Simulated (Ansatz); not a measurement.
# Electric field gradients in Al5HO8

The cell is a computed structure from the Materials Project (it need not be an observed phase), taken as it stands.

Space group P6_3mc (No. 186); a = 5.5708, c = 8.7503 Å, γ = 120.00°.

| site | Wyckoff | site symmetry | x | y | z |
| --- | --- | --- | --- | --- | --- |
| Al1 | 6c | .m. | 0.1657 | 0.3314 | 0.3658 |
| Al7 | 2b | 3m. | 0.6667 | 0.3333 | 0.1584 |
| Al9 | 2b | 3m. | 0.3333 | 0.6667 | 0.0481 |
| H | 2a | 3m. | 0.0000 | 0.0000 | 0.0971 |
| O13 | 2a | 3m. | 0.0000 | 0.0000 | 0.9851 |
| O15 | 6c | .m. | 0.5144 | 0.0289 | 0.0011 |
| O21 | 6c | .m. | 0.8340 | 0.1660 | 0.2627 |
| O27 | 2b | 3m. | 0.3333 | 0.6667 | 0.2549 |

One atom of each set is listed.

Level of theory: DFT, PBE, plane waves and PAW, scalar-relativistic, 420 eV cutoff, Γ-centred 5×5×3 k-points, Fermi–Dirac smearing 0.02 eV (Ansatz 0.2.0).

Conventions: |V_zz| ≥ |V_yy| ≥ |V_xx|, η = (V_xx − V_yy)/V_zz, C_Q = eQV_zz/h.

Al-27: I = 5/2, Q = 146.6 mb; 2H: I = 1, Q = 2.858 mb; ¹⁷O: I = 5/2, Q = -25.58 mb. Q values from Pyykkö, Mol. Phys. 116, 1328 (2018).

```csv
site,atoms,first shell,"V_xx, V_yy, V_zz (10²¹ V/m²)",η,C_Q (MHz)
Al1,6,6 O at 1.84–1.95 Å,"-0.18, -1.20, 1.38",0.74,4.89
Al7,2,6 O at 1.86–2.01 Å,"-0.28, -0.28, 0.56",0.00,1.99
Al9,2,4 O at 1.80–1.81 Å; also 3 O at 2.97 Å,"-0.90, -0.90, 1.79",0.00,6.35
H,2,1 O at 0.98 Å; also 3 O at 2.16 Å,"-1.80, -1.80, 3.61",0.00,0.249
O13,2,"1 H at 0.98 Å, 3 Al at 1.91 Å","-5.09, -5.09, 10.18",0.00,-6.29
O15,6,4 Al at 1.80–2.01 Å; also 1 Al at 3.31 Å,"-1.40, -1.61, 3.01",0.07,-1.86
O21,6,"3 Al at 1.84–1.86 Å; also 1 H at 2.16 Å, 1 Al at 2.97 Å","1.10, 3.53, -4.63",0.53,2.86
O27,2,4 Al at 1.81–1.89 Å,"-1.23, -1.23, 2.47",0.00,-1.53
```

An axis of threefold or higher order runs through Al7, Al9, H, O13 and O27, so V_zz lies along it and η is zero. At O15 V_zz points along its shortest bond, to Al (within 6°). At O21 V_zz stands upright on the plane through its three neighbours (within 3°).

At this cell the PBE pressure is 8 GPa, so with PBE the cell would grow if it were relaxed. The entry's cell may itself be off. The largest force is 0.3 eV/Å, so the atoms aren't at the calculated equilibrium and relaxing them would move these values.
